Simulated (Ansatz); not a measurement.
## Tuning gaps by epitaxial strain

Plane-wave DFT in Ansatz, r2SCAN, scalar-relativistic PAW potentials, cutoff 500 eV, no spin-orbit coupling; no spin polarisation. Equal strain along a and b of the conventional cell, c and the atoms relaxed; gaps sought over the whole zone.

| crystal | strain: gap (eV) |
| --- | --- |
| ZnS (P6_3mc) | -3.0 %: 2.746; -2.0 %: 2.778; -1.0 %: 2.787; +0.0 %: 2.777; +1.0 %: 2.753; +2.0 %: 2.657; +3.0 %: 2.555 |
| AlN (P6_3mc) | -4.5 %: 5.313; -3.0 %: 5.296; -1.5 %: 5.201; +0.0 %: 4.880; +1.5 %: 4.560; +3.0 %: 4.248; +4.5 %: 3.950 |
| SnO (P4/nmm) | -6.0 %: 0.730; -4.0 %: 0.141; -2.0 %: 0.145; +0.0 %: 0.363; +2.0 %: 0.650; +4.0 %: 0.926; +6.0 %: 1.166 |
| ZnF₂ (P4_2/mnm) | -3.0 %: 4.242; -2.0 %: 4.246; -1.0 %: 4.259; +0.0 %: 4.276; +1.0 %: 4.303; +2.0 %: 4.338; +3.0 %: 4.341 |

Problem. What are the slopes on either side of zero strain, and why can they differ?

Solution. ZnS (P6_3mc) -10 and -24; AlN (P6_3mc) -214 and -213; SnO (P4/nmm) +109 and +144; ZnF₂ (P4_2/mnm) +17 and +27 meV per % (over the first step on the compressive side, then on the tensile side; a positive slope means the gap grows as the plane is stretched). No slope drops markedly, so one pair of band edges probably holds through zero strain, and what differs is curvature. Relaxations kept the strained cell's symmetry, so distortions at large strain weren't sought, and coherent films seldom hold more than 2 to 3 %. The slope of one pair of band edges is as a rule more reliable than the Kohn–Sham gap, while the strain at which pairs cross shifts with the functional.

Cost: about 36 core-minutes for the runs cited, on Arm Neoverse V2, Arm Neoverse V1, Intel Xeon Platinum 8488C (Sapphire Rapids) and other processors (shared hosts).